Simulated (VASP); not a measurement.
# Ti (P6/mmm) in VASP: further runs, part 2 of 2

VASP 6.6.1. The steps go on from the part before.

## Step 3: Single point, PBE

File INCAR:

```
SYSTEM = Ti
PREC     = Accurate       ! precision mode
ENCUT    = 400            ! plane-wave cutoff, eV
EDIFF    = 1E-4           ! SCF threshold, eV
ISMEAR   = 0              ! smearing method
SIGMA    = 0.15           ! smearing width, eV
LREAL    = .False.        ! projectors in reciprocal space
LASPH    = .True.         ! aspherical terms in the spheres
NELM     = 100            ! most SCF steps
ALGO     = Normal         ! electronic algorithm
ISIF     = 2              ! what is computed and relaxed
LWAVE    = .False.        ! write WAVECAR
LCHARG   = .False.        ! write CHGCAR
GGA      = PE             ! functional
NBANDS   = 13             ! bands
ADDGRID  = .False.
```

File KPOINTS:

```
Automatic mesh
0
Gamma
  5 5 7
  0 0 0
```

File POSCAR:

```
Ti
1.0
    4.5673748306      0.0000000000      0.0000000000
   -2.2836874153      3.9554626319      0.0000000000
    0.0000000000      0.0000000000      2.8262442700
Ti
3
Direct
    0.6535550000      0.3369470000      0.4982190000
    0.3492570000      0.6782810000      0.5288300000
    0.0014220000     -0.0021490000     -0.0037100000
```

Potentials or basis: VASP PAW PBE potentials, release 64 (Ti).

Command:

```console
$ cat potpaw_PBE.64/Ti/POTCAR > POTCAR
$ mpirun -np 1 vasp_std > vasp.out
```

OUTCAR:

```text
SYSTEM = Ti
   PREC = Accurate
   ENCUT = 400
   EDIFF = 1E-4
   ISMEAR = 0
   LREAL = .False.
   LASPH = .True.
   NELM = 100
   ISIF = 2
   GGA = PE

 Found     88 irreducible k-points:

 Following reciprocal coordinates:
            Coordinates               Weight
  0.000000  0.000000  0.000000      1.000000
  0.200000  0.000000  0.000000      2.000000
  0.000000  0.200000  0.000000      2.000000
 -0.200000  0.200000  0.000000      2.000000
  0.400000  0.000000  0.000000      2.000000
  0.000000  0.400000  0.000000      2.000000
   k-points           NKPTS =     88   k-points in BZ     NKDIM =     88   number of bands    NBANDS=     13
   number of dos      NEDOS =    301   number of ions     NIONS =      3
   total plane-waves  NPLWV =  16200
   dimension x,y,z NGX =    30 NGY =   30 NGZ =   18
   dimension x,y,z NGXF=    60 NGYF=   60 NGZF=   36
   ions per type =               3
   NGX,Y,Z   is equivalent  to a cutoff of  10.92, 10.92, 10.59 a.u.
   NGXF,Y,Z  is equivalent  to a cutoff of  21.84, 21.84, 21.18 a.u.
 SYSTEM =  Ti
   PREC   = accura    normal or accurate (medium, high low for compatibility)
   ISTART =      0    job   : 0-new  1-cont  2-samecut
   ICHARG =      2    charge: 1-file 2-atom 10-const
   ISPIN  =      1    spin polarized calculation?
   LNONCOLLINEAR =      F non collinear calculations
   LSORBIT =      F    spin-orbit coupling
   LASPH  =      T    aspherical Exc in radial PAW
   ENCUT  =  400.0 eV  29.40 Ry    5.42 a.u.   7.45  7.45  4.61*2*pi/ulx,y,z
   NELM   =    100;   NELMIN=  2; NELMDL= -5     # of ELM steps
   EDIFF  = 0.1E-03   stopping-criterion for ELM
   LREAL  =      F    real-space projection
   EDIFFG = 0.1E-02   stopping-criterion for IOM
   NSW    =      0    number of steps for IOM
   IBRION =     -1    ionic relax: 0-MD 1-quasi-New 2-CG
   NFREE  =      0    steps in history (QN), initial steepest desc. (CG)
   ISIF   =      2    stress and relaxation
   ISYM   =      2    0-nonsym 1-usesym 2-fastsym
   POTIM  = 0.5000    time-step for ionic-motion
   TEBEG  =    0.0;   TEEND  =   0.0 temperature during run
   PSTRESS=    0.0 pullay stress
   NELECT =      12.0000    total number of electrons
   NUPDOWN=      -1.0000    fix difference up-down
   EMIN   =  10.00;   EMAX   =-10.00  energy-range for DOS
   EFERMI =   0.00;   METHOD = LEGACY
   ISMEAR =     0;   SIGMA  =   0.15  broadening in eV -4-tet -1-fermi 0-gaus
   EFERMI_NEDOS =   21; number of points for ismear=-14 and -15
   IALGO  =     38    algorithm
   IMIX   =      4    mixing-type and parameters
     AMIX     =   0.40;   BMIX     =  1.00
     AMIX_MAG =   1.60;   BMIX_MAG =  1.00
  volume/ion in A,a.u.               =      17.02       114.85
  Fermi-wavevector in a.u.,A,eV,Ry     =   1.010285  1.909162 13.887145  1.020676
  Thomas-Fermi vector in A             =   2.143265
   LORBIT       =      0    0 simple, 1 ext, 2 COOP (PROOUT), +10 PAW based schemes
   GGA     = PE    functional components
   LHFCALC =     F    Hartree Fock is set to
   AEXX    =    0.0000 exact exchange contribution
   IVDW    =     0    specifies the selected vdW correction
   LEPSILON=     F    determine dielectric tensor
   LRPA    =     F    only Hartree local field effects (RPA)
 non-spin polarized calculation
 Gauss-broadening in eV      SIGMA  =   0.15
  energy-cutoff  :      400.00
  volume of cell :       51.06
 maximum number of plane-waves:       945
 NGX is ok and might be reduce to    30
   NGX = 15   NGY = 15   NGZ =  9

 number of electron      12.0000002 magnetization

 Free energy of the ion-electron system (eV)
  ---------------------------------------------------
  ext. energy  EPLUGINS =         0.00000000
  ---------------------------------------------------
  free energy    TOTEN  =       -23.30409651 eV

  energy without entropy =      -23.26373773  energy(sigma->0) =      -23.28391712

 E-fermi :   3.0232     XC(G=0): -11.1510

 val. band max:        3.0177571560   @ k =   0.4000   0.2000   0.2857
 cond. band min:       3.0277406210   @ k =   0.2000   0.4000   0.1429
 fundamental gap:      0.0099834650
 Fermi energy:         3.0231531047

 k-point     1 :       0.0000    0.0000    0.0000
  band No.  band energies     occupation
      1      -2.9621      2.00000
      2       1.1141      2.00000
      3       2.3037      2.00000
      4       2.3936      2.00000
      5       2.4104      2.00000
      6       2.4992      2.00000
      7       3.0303      0.94591
      8       3.6895      0.00000
      9       4.2990      0.00000
     10       4.3263      0.00000
     11       4.7078      0.00000
     12       4.8395      0.00000
     13       4.9630      0.00000

 k-point     2 :       0.2000    0.0000    0.0000
  band No.  band energies     occupation
      1      -2.5047      2.00000
      2       1.0614      2.00000
      3       1.5129      2.00000
      4       2.2236      2.00000
      5       2.2595      2.00000
      6       3.0415      0.86272
      7       3.2480      0.03405
      8       3.7059      0.00000
      9       4.0191      0.00000
     10       4.3724      0.00000
     11       4.5032      0.00000
     12       4.6816      0.00000
     13       5.4514      0.00000

 k-point     3 :       0.0000    0.2000    0.0000
  band No.  band energies     occupation
      1      -2.5052      2.00000
      2       1.0280      2.00000
      3       1.5865      2.00000
      4       2.0880      2.00000
      5       2.2134      2.00000
      6       3.0298      0.94974
      7       3.3147      0.00599
      8       3.7281      0.00000
      9       4.0322      0.00000
     10       4.3374      0.00000
     11       4.5819      0.00000
     12       4.7055      0.00000
     13       5.4047      0.00000

 k-point     4 :      -0.2000    0.2000    0.0000
  band No.  band energies     occupation
      1      -2.5058      2.00000
      2       1.0200      2.00000
      3       1.6264      2.00000
      4       2.0568      2.00000
      5       2.1730      2.00000
      6       3.0285      0.95992
      7       3.3119      0.00648
      8       3.7547      0.00000
      9       4.0616      0.00000
     10       4.3520      0.00000
     11       4.5526      0.00000
     12       4.6840      0.00000
     13       5.4445      0.00000

 k-point     5 :       0.4000    0.0000    0.0000
  band No.  band energies     occupation
      1      -1.2723      2.00000
      2       0.2674      2.00000
      3       0.6258      2.00000
      4       2.3804      2.00000
      5       2.5948      1.99995
      6       3.0008      1.16673
      7       3.2898      0.01195
      8       3.5186      0.00000
      9       3.9597      0.00000
     10       4.1109      0.00000
     11       4.6970      0.00000
     12       5.4051      0.00000
     13       5.4349      0.00000

 k-point     6 :       0.0000    0.4000    0.0000
  band No.  band energies     occupation
      1      -1.2769      2.00000
      2       0.2618      2.00000
      3       0.5784      2.00000
      4       2.3141      2.00000
      5       2.4376      2.00000
      6       2.9749      1.35080
      7       3.3314      0.00366
      8       3.6354      0.00000
      9       3.9993      0.00000
     10       4.1046      0.00000
     11       4.7339      0.00000
     12       5.3911      0.00000
     13       5.4069      0.00000

 [... further k-points ...]
[... 5 lines left out ...]
  --------------------------------------------------------------------------------------
  -------------------------------------------------------------------------------------
  Total       -0.2573752     -0.3450425     -0.0537238      0.0570953      0.0447704      0.0315507
  in kB       -8.0761365    -10.8270340     -1.6857909      1.7915858      1.4048435      0.9900260
  external PRESSURE =      -6.8629871 kB  Pullay stress =       0.0000000 kB

 VOLUME and BASIS-vectors are now :
 -----------------------------------------------------------------------------
  energy-cutoff  :      400.00
  volume of cell :       51.06
      direct lattice vectors                 reciprocal lattice vectors
     4.567374831  0.000000000  0.000000000     0.218944150  0.126407464  0.000000000
    -2.283687415  3.955462632  0.000000000     0.000000000  0.252814928  0.000000000
     0.000000000  0.000000000  2.826244270     0.000000000  0.000000000  0.353826458

 POSITION                                       TOTAL-FORCE (eV/Angst)
 -----------------------------------------------------------------------------------
      2.21555      1.33278      1.40809         0.259257     -0.027571     -0.000143
      0.04621      2.68292      1.49460        -0.228041     -0.046271     -0.260167
     -2.27228      3.94696      2.81576        -0.031217      0.073842      0.260310
 -----------------------------------------------------------------------------------
    total drift:                               -0.000124      0.000368      0.000117

  FREE ENERGIE OF THE ION-ELECTRON SYSTEM (eV)
  ---------------------------------------------------
  free  energy   TOTEN  =       -23.3040965107 eV

  energy  without entropy=      -23.2637377252  energy(sigma->0) =      -23.28391712
```

It took 26 s on 1 thread of Intel Xeon Platinum 8488C (Sapphire Rapids), shared host; peak memory 0.16 GiB.

The run converged, but some of its settings lie outside the range that counts as converged, so its numbers aren't taken as properties of the crystal.

Results:

```yaml
Free_energy: -23.3041 eV
Pressure: -0.7 GPa
Largest_force: 0.349 eV/Å
Band_gap_on_the_k_mesh: none (metal or under the smearing width)
```

## Step 4: Single point, PBE

Changes to INCAR since step 3:

```diff
@@ -3,3 +3,3 @@
 ENCUT    = 400            ! plane-wave cutoff, eV
-EDIFF    = 1E-4           ! SCF threshold, eV
+EDIFF    = 1E-5           ! SCF threshold, eV
 ISMEAR   = 0              ! smearing method
```

KPOINTS is that of step 3.

File POSCAR:

```
Ti
1.0
    4.5673748306      0.0000000000      0.0000000000
   -2.2836874153      3.9554626319      0.0000000000
    0.0000000000      0.0000000000      2.8262442700
Ti
3
Direct
    0.6666666667      0.3333333333      0.5000000000
    0.3333333333      0.6666666667      0.5000000000
    0.0000000000      0.0000000000      0.0000000000
```

Command:

```console
$ cat potpaw_PBE.64/Ti/POTCAR > POTCAR
$ mpirun -np 1 vasp_std > vasp.out
```

Wall time 8.9 s (1 thread of Intel Xeon Platinum 8488C (Sapphire Rapids), shared host); peak memory 0.14 GiB.

The run converged, but some of its settings lie outside the range that counts as converged, so its numbers aren't taken as properties of the crystal.

Results:

```
Free energy            : -23.3331 eV
Pressure               : -1.1 GPa
Band gap on the k mesh : none (metal or under the smearing width)
```

## Step 5: Single point, PBE

INCAR is that of step 4.

KPOINTS is that of step 4.

File POSCAR:

```
Ti
1.0
    4.5673748306      0.0000000000      0.0000000000
   -2.2836874153      3.9554626319      0.0000000000
    0.0000000000      0.0000000000      2.8262442700
Ti
3
Direct
    0.6535550000      0.3369470000      0.4982190000
    0.3492570000      0.6782810000      0.5288300000
    0.0014220000     -0.0021490000     -0.0037100000
```

Command:

```console
$ cat potpaw_PBE.64/Ti/POTCAR > POTCAR
$ mpirun -np 1 vasp_std > vasp.out
```

Wall time 30 s (1 thread of Intel Xeon Platinum 8488C (Sapphire Rapids), shared host); peak memory 0.16 GiB.

These settings aren't checked as converged: the numbers below hold their error.

What came out:

* Free energy: -23.3041 eV
* Pressure: -0.8 GPa
* Largest force: 0.350 eV/Å
* Band gap on the k mesh: none (metal or under the smearing width)

## Step 6: Single point, PBE

Changes to INCAR since step 5:

```diff
@@ -3,3 +3,3 @@
 ENCUT    = 400            ! plane-wave cutoff, eV
-EDIFF    = 1E-5           ! SCF threshold, eV
+EDIFF    = 1E-6           ! SCF threshold, eV
 ISMEAR   = 0              ! smearing method
@@ -15,2 +15,2 @@
 NBANDS   = 13             ! bands
-ADDGRID  = .False.
+ADDGRID  = .True.
```

KPOINTS is that of step 5.

File POSCAR:

```
Ti
1.0
    4.5673748306      0.0000000000      0.0000000000
   -2.2836874153      3.9554626319      0.0000000000
    0.0000000000      0.0000000000      2.8262442700
Ti
3
Direct
    0.6666666667      0.3333333333      0.5000000000
    0.3333333333      0.6666666667      0.5000000000
    0.0000000000      0.0000000000      0.0000000000
```

Potentials or basis: VASP PAW PBE potentials, release 64 (Ti).

Command:

```console
$ cat potpaw_PBE.64/Ti/POTCAR > POTCAR
$ mpirun -np 1 vasp_std > vasp.out
```

Wall time 18 s (1 thread of Intel Xeon Platinum 8488C (Sapphire Rapids), shared host); peak memory 0.2 GiB.

These settings aren't checked as converged: the numbers below hold their error.

What came out:

```yaml
Free_energy: -23.3331 eV
Pressure: -1.1 GPa
Band_gap_on_the_k_mesh: none (metal or under the smearing width)
```

## Step 7: The reference run

An earlier run on the cell as given: functional PBEsol; potentials or basis VASP PAW PBE potentials, release 64 (Ti_sv); cutoff 520 eV; k mesh 7 × 7 × 9; occupations fermi-dirac, width 0.05 eV; no spin polarisation.

* Pressure: -3.9 GPa
* Band gap on the k mesh: none (metal or under the smearing width)
